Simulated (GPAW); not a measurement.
# AlRu (Pm-3m) in GPAW: single point with LDA

Aim: the single point of AlRu with LDA.

Everything below comes from runs of GPAW 26.7.0. Logs are shortened: lines on timing, memory, paths and dates and some standing lists are left out, and cuts for length are marked. The log counts tension as positive stress, the text compression.

**1. The crystal as given**

Symmetry: Pm-3m, No. 221, cubic system. Conventional cell: a = 2.992 Å, b = 2.992 Å, c = 2.992 Å, α = 90.00°, β = 90.00°, γ = 90.00°. Ru (site symmetry m-3m) has 8 Al at 2.59 Å as nearest neighbours. Around Al (site symmetry m-3m) lie 8 Ru at 2.59 Å.

**2. Single point, LDA**

run.py

```python
from ase.dft.bandgap import bandgap
from ase.io import read, write
from ase.units import GPa
from gpaw import GPAW, PW

atoms = read('AlRu.cif')

calc = GPAW(mode=PW(450),
            xc='LDA',
            kpts={'size': (7, 7, 7), 'gamma': True},
            occupations={'name': 'fermi-dirac', 'width': 0.05},
            setups={'Ru': '8'},
            nbands=-11,
            maxiter=120,
            txt='gpaw.txt')
atoms.calc = calc
energy = atoms.get_potential_energy()
forces = atoms.get_forces()
stress = atoms.get_stress()
calc.write('gs.gpw')
write('result.traj', atoms)
print(f'Energy: {energy:.6f} eV')
print('Forces (eV/A):')
print(forces.round(4))
print('Stress (GPa):', (stress / GPa).round(3))
print('Fermi level:', round(calc.get_fermi_level(), 4), 'eV')
print(f'Gap: {bandgap(calc)[0]:.4f} eV, direct: {bandgap(calc, direct=True)[0]:.4f} eV')
```

AlRu.cif

```cif
data_AlRu
_cell_length_a 2.99160000
_cell_length_b 2.99160000
_cell_length_c 2.99160000
_cell_angle_alpha 90.00000000
_cell_angle_beta 90.00000000
_cell_angle_gamma 90.00000000
_space_group_name_H-M_alt 'Pm-3m'
_space_group_name_Hall '-P 4 2 3'
_space_group_IT_number 221
loop_
_space_group_symop_operation_xyz
'x,y,z'
'-x,-y,-z'
'-y,x,z'
'y,-x,-z'
'-x,-y,z'
'x,y,-z'
'y,-x,z'
'-y,x,-z'
'x,-y,-z'
'-x,y,z'
'-y,-x,-z'
'y,x,z'
'-x,y,-z'
'x,-y,z'
'y,x,-z'
'-y,-x,z'
'z,x,y'
'-z,-x,-y'
'z,-y,x'
'-z,y,-x'
'z,-x,-y'
'-z,x,y'
'z,y,-x'
'-z,-y,x'
'-z,x,-y'
'z,-x,y'
'-z,-y,-x'
'z,y,x'
'-z,-x,y'
'z,x,-y'
'-z,y,x'
'z,-y,-x'
'y,z,x'
'-y,-z,-x'
'x,z,-y'
'-x,-z,y'
'-y,z,-x'
'y,-z,x'
'-x,z,y'
'x,-z,-y'
'-y,-z,x'
'y,z,-x'
'-x,-z,-y'
'x,z,y'
'y,-z,-x'
'-y,z,x'
'x,-z,y'
'-x,z,-y'
loop_
_atom_site_label
_atom_site_type_symbol
_atom_site_symmetry_multiplicity
_atom_site_Wyckoff_symbol
_atom_site_fract_x
_atom_site_fract_y
_atom_site_fract_z
_atom_site_occupancy
Ru1 Ru 1 b 0.5000000000 0.5000000000 0.5000000000 1
Al1 Al 1 a 0.0000000000 0.0000000000 0.0000000000 1
```

Potentials or basis: the program's PAW data sets (release 1.2.1) made for this functional, other valence, pw.

Run with:

```sh
> OMP_NUM_THREADS=1 python run.py
```

gpaw.txt:

```text
__  _  _
 | _ |_)|_||  |
 |__||  | ||/\| - 26.7.0

Input parameters:
  mode=PW(ecut=450.00000000000006),
  kpts=MonkhorstPack(size=(7, 7, 7), gamma=True),
  maxiter=120,
  nbands=-11,
  occupations=Occupations(name='fermi-dirac', width=0.05),
  setups={'Ru': '8'},
  xc=XC(name='LDA')

Diagonalizing LCAO Hamiltonian
Converting LCAO to pw mode
   .------.
  /|      |
 * |      |
 | |  Ru  |
 | .------.
 |/      /
 Al-----*

Atoms  # Å, Bohr magnetons
|   | symbol |        x |        y |        z |    initial magnetic moments |
|---|--------|----------|----------|----------|-----------------------------|
| 0 |     Ru | 1.495800 | 1.495800 | 1.495800 | ( 0.0000,  0.0000,  0.0000) |
| 1 |     Al | 0.000000 | 0.000000 | 0.000000 | ( 0.0000,  0.0000,  0.0000) |

Unit cell  # Å
| periodic |        x |        y |        z |  lengths |    angles |
|----------|----------|----------|----------|----------|-----------|
|      yes | 2.991600 | 0.000000 | 0.000000 | 2.991600 | 90.000000 |
|      yes | 0.000000 | 2.991600 | 0.000000 | 2.991600 | 90.000000 |
|      yes | 0.000000 | 0.000000 | 2.991600 | 2.991600 | 90.000000 |

Number of symmetries: 48
Symmetry operations  # r_c * U_cc + t_c -> r_c
|    | kind |            matrix            |
|----|------|------------------------------|
|  0 |  E   |  1, 0, 0,  0, 1, 0,  0, 0, 1 |
|  1 |  σ   |  1, 0, 0,  0, 1, 0,  0, 0,-1 |
|  2 |  σ   |  1, 0, 0,  0, 0, 1,  0, 1, 0 |
|  3 |  C4  |  1, 0, 0,  0, 0, 1,  0,-1, 0 |
|  4 |  C4  |  1, 0, 0,  0, 0,-1,  0, 1, 0 |
|  5 |  σ   |  1, 0, 0,  0, 0,-1,  0,-1, 0 |
|  6 |  σ   |  1, 0, 0,  0,-1, 0,  0, 0, 1 |
|  7 |  C2  |  1, 0, 0,  0,-1, 0,  0, 0,-1 |
|  8 |  σ   |  0, 1, 0,  1, 0, 0,  0, 0, 1 |
|  9 |  C2  |  0, 1, 0,  1, 0, 0,  0, 0,-1 |
| 10 |  C3  |  0, 1, 0,  0, 0, 1,  1, 0, 0 |
| 11 |  S6  |  0, 1, 0,  0, 0, 1, -1, 0, 0 |
| 12 |  S6  |  0, 1, 0,  0, 0,-1,  1, 0, 0 |
| 13 |  C3  |  0, 1, 0,  0, 0,-1, -1, 0, 0 |
| 14 |  C4  |  0, 1, 0, -1, 0, 0,  0, 0, 1 |
| 15 |  S4  |  0, 1, 0, -1, 0, 0,  0, 0,-1 |
| 16 |  C3  |  0, 0, 1,  1, 0, 0,  0, 1, 0 |
| 17 |  S6  |  0, 0, 1,  1, 0, 0,  0,-1, 0 |
| 18 |  σ   |  0, 0, 1,  0, 1, 0,  1, 0, 0 |
| 19 |  C4  |  0, 0, 1,  0, 1, 0, -1, 0, 0 |
| 20 |  C2  |  0, 0, 1,  0,-1, 0,  1, 0, 0 |
| 21 |  S4  |  0, 0, 1,  0,-1, 0, -1, 0, 0 |
| 22 |  S6  |  0, 0, 1, -1, 0, 0,  0, 1, 0 |
| 23 |  C3  |  0, 0, 1, -1, 0, 0,  0,-1, 0 |
| 24 |  S6  |  0, 0,-1,  1, 0, 0,  0, 1, 0 |
| 25 |  C3  |  0, 0,-1,  1, 0, 0,  0,-1, 0 |
| 26 |  C4  |  0, 0,-1,  0, 1, 0,  1, 0, 0 |
| 27 |  σ   |  0, 0,-1,  0, 1, 0, -1, 0, 0 |
| 28 |  S4  |  0, 0,-1,  0,-1, 0,  1, 0, 0 |
| 29 |  C2  |  0, 0,-1,  0,-1, 0, -1, 0, 0 |
| 30 |  C3  |  0, 0,-1, -1, 0, 0,  0, 1, 0 |
| 31 |  S6  |  0, 0,-1, -1, 0, 0,  0,-1, 0 |
| 32 |  C4  |  0,-1, 0,  1, 0, 0,  0, 0, 1 |
| 33 |  S4  |  0,-1, 0,  1, 0, 0,  0, 0,-1 |
| 34 |  S6  |  0,-1, 0,  0, 0, 1,  1, 0, 0 |
| 35 |  C3  |  0,-1, 0,  0, 0, 1, -1, 0, 0 |
| 36 |  C3  |  0,-1, 0,  0, 0,-1,  1, 0, 0 |
| 37 |  S6  |  0,-1, 0,  0, 0,-1, -1, 0, 0 |
| 38 |  σ   |  0,-1, 0, -1, 0, 0,  0, 0, 1 |
| 39 |  C2  |  0,-1, 0, -1, 0, 0,  0, 0,-1 |
| 40 |  σ   | -1, 0, 0,  0, 1, 0,  0, 0, 1 |
| 41 |  C2  | -1, 0, 0,  0, 1, 0,  0, 0,-1 |
| 42 |  C2  | -1, 0, 0,  0, 0, 1,  0, 1, 0 |
[... 63 lines left out ...]
    cutoffs:
      filter: 2.43  # [Å]
      core: 3.17  # [Å]
    projectors
    | kind |    occ | energy [eV] | rcut [Å] |
    |------|--------|-------------|----------|
    |   5s |  1.000 |      -4.507 |    1.376 |
    |   5p |  0.000 |      -1.033 |    1.376 |
    |   4d |  7.000 |      -5.402 |    1.376 |
    |    s |        |      22.704 |    1.376 |
    |    p |        |      26.178 |    1.376 |
    |    d |        |      21.810 |    1.376 |

    Using partial waves for Ru as LCAO basis

  Al:
    name:    Aluminium
    Z:       13.0
    valence: 3
    core:    10
    charge:  0.0  # [|e|]
    compensation charges:
      type: gauss
      rc: 0.34  # [Å]
      lmax: 2
    cutoffs:
      filter: 1.91  # [Å]
      core: 2.36  # [Å]
    projectors
    | kind |    occ | energy [eV] | rcut [Å] |
    |------|--------|-------------|----------|
    |   3s |  2.000 |      -7.830 |    1.085 |
    |   3p |  1.000 |      -2.783 |    1.085 |
    |    s |        |      19.382 |    1.085 |
    |    p |        |      24.428 |    1.085 |
    |    d |        |       0.000 |    1.085 |

    Using partial waves for Al as LCAO basis

Reference energy: -129701.836251  # eV

eigensolver:
  PPCG
  Converge bands: occupied
  niter=2

density mixing:
  MSR1-Mixer
  Pratt-step length: 0.05
  Maximum mixing coefficient: 0.75
  Old densities: 10
  SVD Regularization: 0.005
  Good broyden scale: 1.0
  Trust region scale: 1.0
  Backstep threshold: 4.0
  History deletion threshold: 6.0
  Fourier metric: weight=20.0, sigma=0.015

occupation numbers:
  Fermi-Dirac:
    width: 0.0500  # eV

poisson solver:
  ecut: 3600.0000000000005  # eV

xc functional:
  name: None

convergence criteria:
- Maximum [total energy] change in last 3 cyles: 0.0005 eV / valence electron
- Maximum integral of absolute [dens]ity change: 0.0001 electrons / valence electron
- Maximum integral of absolute [eigenst]ate change: 4e-08 eV^2 / valence electron
maximum number of iterations: 120

SCF iterations
|iter     | |      energy | eigst |  dens |
|---------|-|-------------|-------|-------|
|iter:   1| |  -16.927195 | +0.53 |       |
|iter:   2| |  -16.656309 | -2.01 | -0.79 |
|iter:   3| |  -16.039410 | -1.55 | -0.85 |
|iter:   4| |  -16.013595 | -2.99 | -1.51 |
|iter:   5| |  -16.008111 | -2.99 | -1.72 |
|iter:   6| |  -16.008200c| -4.48 | -2.45 |
|iter:   7| |  -16.008251c| -5.04 | -2.93 |
|iter:   8| |  -16.008247c| -7.34 | -3.87 |
|iter:   9| |  -16.008245c| -7.66c| -4.39c|

Converged in 9 steps
Energy contributions relative to reference atoms: (reference = -129701.836251)

Energy contributions:
  Kinetic:           1.779809
  Coulomb:          -2.103707
  Zero:              0.168359
  External:          0.000000
  Xc:              -15.843554
  Entropy:          -0.018307
  Spinorbit:         0.000000
  ----------------------------
  Free energy:     -16.017399
  Extrapolated:    -16.008245

dipole moment: (-5.137210, -5.137210, -5.137210)  # |e|*Ang

Fermi level: 9.353
Eigenvalues  # (at kpt = [0.000, 0.000, 0.000])
| band index |      eig [eV] | occ [0-2] |
|------------|---------------|-----------|
|          0 |        -0.394 |     2.000 |
|          1 |         5.714 |     2.000 |
|          2 |         5.714 |     2.000 |
|          3 |         9.516 |     0.075 |
|          4 |         9.516 |     0.075 |
|          5 |         9.516 |     0.075 |
|          6 |        15.495 |     0.000 |
|          7 |        15.495 |     0.000 |
|          8 |        15.495 |     0.000 |
|          9 |        20.362 |     0.000 |
|         10 |        20.362 |     0.000 |
|        ... |               |           |
|         15 |        30.975 |     0.000 |

No gap
No difference between direct/indirect transitions

Forces  # eV/Ang
|        x |        y |        z |
|----------|----------|----------|
|  0.00000 |  0.00000 | -0.00000 |  # Ru   0
| -0.00000 | -0.00000 | -0.00000 |  # Al   1

Stress tensor  # eV/Ang^3
|        x |        y |        z |
|----------|----------|----------|
| 0.032992 | 0.000000 | 0.000000 |
| 0.000000 | 0.032992 | 0.000000 |
| 0.000000 | 0.000000 | 0.032992 |

# Writing to gs.gpw (mode='')
```

stdout:

```text
Energy: -16.008245 eV
Forces (eV/A):
[[ 0.  0. -0.]
 [-0. -0. -0.]]
Stress (GPa): [5.286 5.286 5.286 0.    0.    0.   ]
Fermi level: 9.3533 eV
Gap: 0.0000 eV, direct: 0.0000 eV
```

Run time: 4.9 s. Hardware: 1 thread of Arm Neoverse V1, shared host; peak memory 0.13 GiB.

Results:

* Free energy: -16.0174 eV
* Pressure: -5.3 GPa
* Band gap on the k mesh: none (metal or under the smearing width)

Levels at points of the mesh, in eV from the Fermi level:
```csv
k point,band 4,band 5,band 6,band 7,band 8,band 9
"(0.00, 0.00, 0.00)",0.16,0.16,0.16,6.14,6.14,6.14
```

Caveat: the cutoff is short for stress and forces, so pressures can be off by a GPa or more.

**3. For comparison**

An earlier run on the cell as given: functional PBEsol; potentials or basis PAW data sets generated in the run's folder for this functional; cutoff 600 eV; basis pw; k mesh 9 × 9 × 9; occupations fermi-dirac, width 0.05 eV; no spin polarisation.

* Pressure: -2.6 GPa
* Band gap on the k mesh: none (metal or under the smearing width)
